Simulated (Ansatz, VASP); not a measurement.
## One calculation of Cd, two programs

```xyz
1
Lattice="-1.9384 1.9384 1.5119 1.9384 -1.9384 1.5119 1.9384 1.9384 -1.5119" Properties=species:S:1:pos:R:3 pbc="T T T"
Cd    0.0000    0.0000    0.0000
```

Alike in both runs: task single point; functional PBEsol; k mesh 20 × 20 × 20; occupations gaussian, width 0.15 eV; no spin polarisation.

|  | VASP | Ansatz |
| --- | --- | --- |
| version | VASP 6.6.1 | Ansatz 0.2.0 |
| potentials or method | VASP PAW PBE potentials, release 64 (Cd) | scalar-relativistic, plane waves, PAW |
| plane-wave cutoff (eV) | 520 | 420 |
| valence electrons in the cell | 12 | 20 |

|  | VASP | Ansatz | Ansatz less VASP |
| --- | --- | --- | --- |
| gap on the k mesh at the Fermi level (eV) | none | none | - |
| pressure (GPa) | -3.2 | -3.4 | -0.26 |
| largest component of the traceless stress (GPa) | 2.13 | 2.20 | +0.070 |

A gap of «none» marks a metal or a gap that the smearing closes. The two sets of potentials don't hold the same shells in valence.

Caveats: the PAW data sets were made with another functional, which shifts forces and pressure a little (VASP).
